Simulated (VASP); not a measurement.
# C (P6_3/mmc) in VASP: a series of runs

Runs on C. Level: PBE. Tasks: band structure.

The COD entry that gives the cell may itself be a prediction, so a difference from it is no test against experiment.

Program: VASP 6.6.1. These are calculated values, not measurements. Logs are shortened: lines on timing, memory, paths and dates and some standing lists are left out, and cuts for length are marked.

**1. The structure**

It takes space group P6_3/mmc (No. 194, hexagonal). The conventional cell has a = 2.522 Å, b = 2.522 Å, c = 8.237 Å, α = 90.00°, β = 90.00°, γ = 120.00°. C (site symmetry 3m) has 4 C at 1.54 Å as nearest neighbours. C (site symmetry 3m) is surrounded by 4 C at 1.54 Å.

This is a hexagonal form of diamond, not graphite.

**2. Band structure, PBE**

Input file INCAR:

```
SYSTEM = C
PREC = Accurate ; ENCUT = 500
EDIFF = 1E-6 ; ISMEAR = -1
SIGMA = 0.05 ; LREAL = .FALSE.
LASPH = .TRUE. ; NELM = 100
ALGO = Fast ; ISIF = 2
LWAVE = .FALSE. ; LCHARG = .FALSE.
GGA = PE
```

Input file KPOINTS:

```
regular mesh
0
G
  12 12 4
  0 0 0
```

Input file POSCAR:

```
C
1.0
    2.5221000000      0.0000000000      0.0000000000
   -1.2610500000      2.1842026709      0.0000000000
    0.0000000000      0.0000000000      8.2371000000
C
8
Direct
    0.6666666667      0.3333333333      0.8437500000
    0.3333333333      0.6666666667      0.3437500000
    0.6666666667      0.3333333333      0.6562500000
    0.3333333333      0.6666666667      0.1562500000
    0.0000000000      0.0000000000      0.9062500000
    0.0000000000      0.0000000000      0.4062500000
    0.0000000000      0.0000000000      0.5937500000
    0.0000000000      0.0000000000      0.0937500000
```

Input file KPOINTS_OPT:

```
path GMKGALHA,LM,KH
15
line-mode
reciprocal
 0.0000000000  0.0000000000  0.0000000000  G
 0.5000000000  0.0000000000  0.0000000000  M

 0.5000000000  0.0000000000  0.0000000000  M
 0.3333333333  0.3333333333  0.0000000000  K

 0.3333333333  0.3333333333  0.0000000000  K
 0.0000000000  0.0000000000  0.0000000000  G

 0.0000000000  0.0000000000  0.0000000000  G
 0.0000000000  0.0000000000  0.5000000000  A

 0.0000000000  0.0000000000  0.5000000000  A
 0.5000000000  0.0000000000  0.5000000000  L

 0.5000000000  0.0000000000  0.5000000000  L
 0.3333333333  0.3333333333  0.5000000000  H

 0.3333333333  0.3333333333  0.5000000000  H
 0.0000000000  0.0000000000  0.5000000000  A

 0.5000000000  0.0000000000  0.5000000000  L
 0.5000000000  0.0000000000  0.0000000000  M

 0.3333333333  0.3333333333  0.0000000000  K
 0.3333333333  0.3333333333  0.5000000000  H
```

Potentials or basis: VASP PAW PBE potentials, release 64 (C).

The run is started by

```console
$ cat potpaw_PBE.64/C/POTCAR > POTCAR
$ mpirun -np 1 vasp_std > vasp.out
```

OUTCAR:

```text
SYSTEM = C
   PREC = Accurate
   ENCUT = 500
   EDIFF = 1E-6
   ISMEAR = -1
   LREAL = .FALSE.
   LASPH = .TRUE.
   NELM = 100
   ISIF = 2
   GGA = PE

 ion  position               nearest neighbor table
   1  0.667  0.333  0.844-   3 1.54   5 1.54   5 1.54   5 1.54
   2  0.333  0.667  0.344-   4 1.54   6 1.54   6 1.54   6 1.54
   3  0.667  0.333  0.656-   1 1.54   7 1.54   7 1.54   7 1.54
   4  0.333  0.667  0.156-   2 1.54   8 1.54   8 1.54   8 1.54
   5  0.000  0.000  0.906-   8 1.54   1 1.54   1 1.54   1 1.54
   6  0.000  0.000  0.406-   7 1.54   2 1.54   2 1.54   2 1.54
   7  0.000  0.000  0.594-   6 1.54   3 1.54   3 1.54   3 1.54
   8  0.000  0.000  0.094-   5 1.54   4 1.54   4 1.54   4 1.54

  LATTYP: Found a hexagonal cell.
 ALAT       =     2.5221000000
 C/A-ratio  =     3.2659688355

  Lattice vectors:

 A1 = (   2.5221000000,   0.0000000000,   0.0000000000)
 A2 = (  -1.2610500000,   2.1842026709,   0.0000000000)
 A3 = (   0.0000000000,   0.0000000000,   8.2371000000)

Analysis of symmetry for initial positions (statically):
=====================================================================
 Subroutine PRICEL returns:
 Original cell was already a primitive cell.

 Routine SETGRP: Setting up the symmetry group for a
 hexagonal supercell.

 Subroutine GETGRP returns: Found 24 space group operations
 (whereof 12 operations were pure point group operations)
 out of a pool of 24 trial point group operations.

The static configuration has the point symmetry D_3d.
 The point group associated with its full space group is D_6h.

Analysis of symmetry for dynamics (positions and initial velocities):
=====================================================================
 Subroutine PRICEL returns:
 Original cell was already a primitive cell.

 Routine SETGRP: Setting up the symmetry group for a
 hexagonal supercell.

 Subroutine GETGRP returns: Found 24 space group operations
 (whereof 12 operations were pure point group operations)
 out of a pool of 24 trial point group operations.

The dynamic configuration has the point symmetry D_3d.
 The point group associated with its full space group is D_6h.

 Subroutine INISYM returns: Found 24 space group operations
 (whereof 12 operations are pure point group operations),
 and found     1 'primitive' translations

----------------------------------------------------------------------------------------

[... 109 lines left out ...]
   NFREE  =      0    steps in history (QN), initial steepest desc. (CG)
   ISIF   =      2    stress and relaxation
   ISYM   =      2    0-nonsym 1-usesym 2-fastsym
   POTIM  = 0.5000    time-step for ionic-motion
   TEBEG  =    0.0;   TEEND  =   0.0 temperature during run
   PSTRESS=    0.0 pullay stress
   NELECT =      32.0000    total number of electrons
   NUPDOWN=      -1.0000    fix difference up-down
   EMIN   =  10.00;   EMAX   =-10.00  energy-range for DOS
   EFERMI =   0.00;   METHOD = LEGACY
   ISMEAR =    -1;   SIGMA  =   0.05  broadening in eV -4-tet -1-fermi 0-gaus
   EFERMI_NEDOS =   21; number of points for ismear=-14 and -15
   IALGO  =     68    algorithm
   IMIX   =      4    mixing-type and parameters
     AMIX     =   0.40;   BMIX     =  1.00
     AMIX_MAG =   1.60;   BMIX_MAG =  1.00
  volume/ion in A,a.u.               =       5.67        38.28
  Fermi-wavevector in a.u.,A,eV,Ry     =   1.457186  2.753682 28.890486  2.123391
  Thomas-Fermi vector in A             =   2.574017
   LORBIT       =      0    0 simple, 1 ext, 2 COOP (PROOUT), +10 PAW based schemes
   GGA     = PE    functional components
   LHFCALC =     F    Hartree Fock is set to
   AEXX    =    0.0000 exact exchange contribution
   IVDW    =     0    specifies the selected vdW correction
   LEPSILON=     F    determine dielectric tensor
   LRPA    =     F    only Hartree local field effects (RPA)
 non-spin polarized calculation
 RMM-DIIS sequential band-by-band and
  energy-cutoff  :      500.00
  volume of cell :       45.38
 maximum number of plane-waves:      1168
   NGX =  9   NGY =  9   NGZ = 31

 number of electron      31.9999998 magnetization

 Free energy of the ion-electron system (eV)
  ---------------------------------------------------
  ext. energy  EPLUGINS =         0.00000000
  ---------------------------------------------------
  free energy    TOTEN  =       -72.64868579 eV

  energy without entropy =      -72.64868579  energy(sigma->0) =      -72.64868579

 E-fermi :  10.8094     XC(G=0): -13.2479

 val. band max:        9.8679695963   @ k =   0.0000   0.0000   0.0000
 cond. band min:      14.2803796377   @ k =   0.4167   0.0000   0.0000
 fundamental gap:      4.4124100415
 Fermi energy:        10.8094345083

 k-point     1 :       0.0000    0.0000    0.0000
  band No.  band energies     occupation
      1     -11.7603      2.00000
      2     -10.0659      2.00000
      3     -10.0155      2.00000
      4      -5.9490      2.00000
      5      -3.6614      2.00000
      6       3.1292      2.00000
[... 565 lines left out ...]
     20      17.4197      0.00000
     21      17.9243      0.00000

 [... further k-points ...]

------------------------ aborting loop because EDIFF is reached ----------------------------------------

  FORCE on cell =-STRESS in cart. coord.  units (eV):
  Direction    XX          YY          ZZ          XY          YZ          ZX
  --------------------------------------------------------------------------------------
  -------------------------------------------------------------------------------------
  Total       -0.3098564     -0.3098564      3.1739233      0.0000000      0.0000000      0.0000000
  in kB      -10.9406090    -10.9406090    112.0669202      0.0000000      0.0000000      0.0000000
  external PRESSURE =      30.0619007 kB  Pullay stress =       0.0000000 kB

 VOLUME and BASIS-vectors are now :
 -----------------------------------------------------------------------------
  energy-cutoff  :      500.00
  volume of cell :       45.38
      direct lattice vectors                 reciprocal lattice vectors
     2.522100000  0.000000000  0.000000000     0.396494984  0.228916486  0.000000000
    -1.261050000  2.184202671  0.000000000     0.000000000  0.457832972  0.000000000
     0.000000000  0.000000000  8.237100000     0.000000000  0.000000000  0.121401950

 POSITION                                       TOTAL-FORCE (eV/Angst)
 -----------------------------------------------------------------------------------
      1.26105      0.72807      6.95005         0.000000      0.000000      0.319597
     -0.00000      1.45614      2.83150         0.000000     -0.000000      0.319597
      1.26105      0.72807      5.40560         0.000000      0.000000     -0.319597
     -0.00000      1.45614      1.28705        -0.000000     -0.000000     -0.319597
      0.00000      0.00000      7.46487        -0.000000      0.000000      0.328914
      0.00000      0.00000      3.34632        -0.000000      0.000000      0.328914
      0.00000      0.00000      4.89078         0.000000      0.000000     -0.328914
      0.00000      0.00000      0.77223         0.000000     -0.000000     -0.328914
 -----------------------------------------------------------------------------------
    total drift:                                0.000000      0.000000      0.000000

  FREE ENERGIE OF THE ION-ELECTRON SYSTEM (eV)
  ---------------------------------------------------
  free  energy   TOTEN  =       -72.6486857872 eV

  energy  without entropy=      -72.6486857872  energy(sigma->0) =      -72.64868579
```

OSZICAR:

```text
N       E                     dE             d eps       ncg     rms          rms(c)
DAV:   1     0.835534639006E+02    0.83553E+02   -0.16760E+04  2394   0.143E+03
DAV:   2    -0.701435398755E+02   -0.15370E+03   -0.14469E+03  3357   0.254E+02
DAV:   3    -0.751442135194E+02   -0.50007E+01   -0.49703E+01  2988   0.454E+01
[... 31 lines left out ...]
DAV:   9     0.158880342941E+04   -0.31864E-06     2017
       N       E                     dE             ncg
DAV:   1     0.491963045676E+05   -0.30914E+05      882
DAV:   2     0.463295853378E+05   -0.28667E+04     1152
DAV:   3     0.462416221426E+05   -0.87963E+02     1092
DAV:   4     0.462407675227E+05   -0.85462E+00     1052
DAV:   5     0.462407524027E+05   -0.15120E-01     1057
DAV:   6     0.462407519688E+05   -0.43392E-03     1060
DAV:   7     0.462407519536E+05   -0.15257E-04      874
DAV:   8     0.462407519528E+05   -0.75874E-06      745
```

Wall time 1.9 min (1 thread of Intel Xeon Platinum 8259CL at 2.50GHz (Skylake/Cascade Lake), shared host); peak memory 0.18 GiB.

Results:

```
Free energy             : -72.6487 eV
Pressure                : 3.0 GPa
Largest force           : 0.329 eV/Å
Band gap on the k mesh  : 4.41 eV, indirect (least direct gap 5.18 eV)
Band gap along the path : 4.42 eV, indirect (least direct gap 5.18 eV)
```

Forces in eV/Å, atoms in the order of the input:
```
C    0.000  0.000  0.320
C    0.000  0.000  0.320
C    0.000  0.000 -0.320
C    0.000  0.000 -0.320
C    0.000  0.000  0.329
C    0.000  0.000  0.329
C    0.000  0.000 -0.329
C    0.000  0.000 -0.329
```

Levels at the corners of the path, in eV from the valence-band top:
```
point  band 12  band 13  band 14  band 15  band 16  band 17  band 18  band 19  band 20  band 21
    Γ    -1.74    -1.74    -0.22     0.00     0.00     5.18     5.18     5.71     7.00     7.03
    M    -5.03    -5.00    -4.54    -3.70    -2.93     4.46     5.60     5.86     6.01     6.97
    M    -5.03    -5.00    -4.54    -3.70    -2.93     4.46     5.60     5.86     6.01     6.97
    K    -7.46    -7.14    -5.66    -5.66    -4.03     6.28     6.28     7.90     8.45     8.45
    K    -7.46    -7.14    -5.66    -5.66    -4.03     6.28     6.28     7.90     8.45     8.45
    Γ    -1.74    -1.74    -0.22     0.00     0.00     5.18     5.18     5.71     7.00     7.01
    Γ    -1.74    -1.74    -0.22     0.00     0.00     5.18     5.18     5.71     7.00     7.02
    A    -2.55    -0.68    -0.68    -0.68    -0.68     5.97     5.97     5.97     5.98     6.71
    A    -2.55    -0.68    -0.68    -0.68    -0.68     5.97     5.97     5.97     5.97     6.71
    L    -6.06    -4.72    -4.72    -3.66    -3.66     4.82     4.82     7.11     7.11     7.56
    L    -6.06    -4.72    -4.72    -3.66    -3.66     4.82     4.82     7.11     7.11     7.56
    H    -8.53    -5.36    -5.36    -5.10    -5.10     5.23     5.23     9.77     9.77    11.05
    H    -8.53    -5.36    -5.36    -5.10    -5.10     5.23     5.23     9.77     9.77    11.05
    A    -2.55    -0.68    -0.68    -0.68    -0.68     5.97     5.97     5.97     5.97     6.71
    L    -6.06    -4.72    -4.72    -3.66    -3.66     4.82     4.82     7.11     7.11     7.56
    M    -5.03    -5.00    -4.54    -3.70    -2.93     4.46     5.60     5.86     6.01     6.97
    K    -7.46    -7.14    -5.66    -5.66    -4.03     6.28     6.28     7.90     8.45     8.45
    H    -8.53    -5.36    -5.36    -5.10    -5.10     5.23     5.23     9.77     9.77    11.05
```

Expect the measured gap to be larger: semilocal functionals such as PBE lack the derivative discontinuity.

**3. Band structure, PBE**

POSCAR is that of step 2.

Input file INCAR.step1:

```
ALGO = Normal ; EDIFF = 1E-6
ENCUT = 520 ; GGA = PE
ISIF = 2 ; ISMEAR = -1
LASPH = True ; LCHARG = True
LREAL = False ; LWAVE = False
NBANDS = 26 ; NELM = 100
PREC = Accurate ; SIGMA = 0.05
```

Input file KPOINTS.step1:

```
k-points
0
Gamma
  12 12 4
```

Input file INCAR.step2:

```
ALGO = Normal ; EDIFF = 1E-6
ENCUT = 520 ; GGA = PE
ICHARG = 11 ; ISIF = 2
ISMEAR = 0 ; LASPH = True
LCHARG = False ; LREAL = False
LWAVE = False ; NBANDS = 26
NELM = 100 ; PREC = Accurate
SIGMA = 0.05
```

Input file KPOINTS.step2:

```
path GMKGALHA,LM,KH
10
line-mode
reciprocal
 0.0000000000  0.0000000000  0.0000000000  G
 0.5000000000  0.0000000000  0.0000000000  M

 0.5000000000  0.0000000000  0.0000000000  M
 0.3333333333  0.3333333333  0.0000000000  K

 0.3333333333  0.3333333333  0.0000000000  K
 0.0000000000  0.0000000000  0.0000000000  G

 0.0000000000  0.0000000000  0.0000000000  G
 0.0000000000  0.0000000000  0.5000000000  A

 0.0000000000  0.0000000000  0.5000000000  A
 0.5000000000  0.0000000000  0.5000000000  L

 0.5000000000  0.0000000000  0.5000000000  L
 0.3333333333  0.3333333333  0.5000000000  H

 0.3333333333  0.3333333333  0.5000000000  H
 0.0000000000  0.0000000000  0.5000000000  A

 0.5000000000  0.0000000000  0.5000000000  L
 0.5000000000  0.0000000000  0.0000000000  M

 0.3333333333  0.3333333333  0.0000000000  K
 0.3333333333  0.3333333333  0.5000000000  H
```

Potentials or basis: VASP PAW PBE potentials, release 64 (C).

The run is started by

```console
$ cat potpaw_PBE.64/C/POTCAR > POTCAR
$ cp INCAR.step1 INCAR
$ cp KPOINTS.step1 KPOINTS
$ mpirun -np 1 vasp_std > vasp.out
$ cp INCAR.step2 INCAR
$ cp KPOINTS.step2 KPOINTS
$ mpirun -np 1 vasp_std > vasp.out
```

Run time: 1.7 min. Hardware: 1 thread of Intel Xeon Platinum 8259CL at 2.50GHz (Skylake/Cascade Lake), shared host; peak memory 0.19 GiB.

It converged, with:

- Band gap on the k mesh: 4.41 eV, indirect (least direct gap 5.18 eV)
- Band gap along the path: 4.42 eV, indirect (least direct gap 5.18 eV)

Levels at the corners of the path, in eV from the valence-band top:
| point | band 13 | band 14 | band 15 | band 16 | band 17 | band 18 | band 19 | band 20 |
| --- | --- | --- | --- | --- | --- | --- | --- | --- |
| Γ | -1.74 | -0.22 | 0.00 | 0.00 | 5.18 | 5.18 | 5.71 | 7.00 |
| M | -5.00 | -4.54 | -3.70 | -2.93 | 4.46 | 5.60 | 5.86 | 6.01 |
| M | -5.00 | -4.54 | -3.70 | -2.93 | 4.46 | 5.60 | 5.86 | 6.01 |
| K | -7.14 | -5.66 | -5.66 | -4.03 | 6.27 | 6.27 | 7.90 | 8.45 |
| K | -7.14 | -5.66 | -5.66 | -4.03 | 6.27 | 6.27 | 7.90 | 8.45 |
| Γ | -1.74 | -0.22 | 0.00 | 0.00 | 5.18 | 5.18 | 5.71 | 7.00 |
| Γ | -1.74 | -0.22 | 0.00 | 0.00 | 5.18 | 5.18 | 5.71 | 7.00 |
| A | -0.68 | -0.68 | -0.68 | -0.68 | 5.97 | 5.97 | 5.97 | 5.97 |
| A | -0.68 | -0.68 | -0.68 | -0.68 | 5.97 | 5.97 | 5.97 | 5.97 |
| L | -4.72 | -4.72 | -3.66 | -3.66 | 4.82 | 4.82 | 7.11 | 7.11 |
| L | -4.72 | -4.72 | -3.66 | -3.66 | 4.82 | 4.82 | 7.11 | 7.11 |
| H | -5.36 | -5.36 | -5.10 | -5.10 | 5.23 | 5.23 | 9.77 | 9.77 |
| H | -5.36 | -5.36 | -5.10 | -5.10 | 5.23 | 5.23 | 9.77 | 9.77 |
| A | -0.68 | -0.68 | -0.68 | -0.68 | 5.97 | 5.97 | 5.97 | 5.97 |
| L | -4.72 | -4.72 | -3.66 | -3.66 | 4.82 | 4.82 | 7.11 | 7.11 |
| M | -5.00 | -4.54 | -3.70 | -2.93 | 4.46 | 5.60 | 5.86 | 6.01 |
| K | -7.14 | -5.66 | -5.66 | -4.03 | 6.27 | 6.27 | 7.90 | 8.45 |
| H | -5.36 | -5.36 | -5.10 | -5.10 | 5.23 | 5.23 | 9.77 | 9.77 |

Caveat: the log is that of the step along the path at fixed density, whose energy, stress, charges and moments have no meaning. PBE gaps usually lie below the measured ones, often by a third to a half.
